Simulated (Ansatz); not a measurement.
# ZnS: the cost of one run

Computed with Ansatz 0.2.0 (DFT HSE06, scalar-relativistic, plane waves, PAW, unless a step's input says otherwise).

## Step 1: Starting point

Symmetry: Fm-3m, No. 225, cubic system. Conventional cell: a = 5.160 Å, b = 5.160 Å, c = 5.160 Å, α = 90.00°, β = 90.00°, γ = 90.00°. Around Zn (site symmetry m-3m) lie 6 S at 2.58 Å. S (site symmetry m-3m) has 6 Zn at 2.58 Å in its first shell of neighbours.

Structure file:

```
Zn S
1.0
     0.00000    2.58000    2.58000
     2.58000    0.00000    2.58000
     2.58000    2.58000    0.00000
Zn S
1 1
Direct
  0.00000 0.00000 0.00000
  0.50000 0.50000 0.50000
```

The cell was made up by rule, so the compound may not exist in this form.

This is a trial structure, the rocksalt prototype, and another one may lie lower.

## Step 2: Seeking zero pressure, try 1

File input.yaml:

```yaml
crystal:
  lattice:
    - [0.0, 2.58, 2.58]
    - [2.58, 0.0, 2.58]
    - [2.58, 2.58, 0.0]
  atoms:
    - { symbol: Zn, position: [0.0, 0.0, 0.0] }
    - { symbol: S, position: [0.5, 0.5, 0.5] }
basis:
  ecutwfc: 420
kpoints:
  mp_grid: { grid: [6, 6, 6] }
hamiltonian:
  xc: hse06
scf:
  occupations: { method: gaussian, width: 0.05 }
output:
  forces: true
  stress: true
  eigenvalues: true
```

The run is started by

```
> ansatz run input.yaml --threads 4 --pin off --max-ram 12288MiB --backend cpu --events-out ev --progress --plain --runs-dir out
```

Q: Estimate wall time and peak memory on 4 threads of Intel Xeon 6975P-C (Granite Rapids), shared host.

About 6.8 s, with a peak of 1.1 GiB.
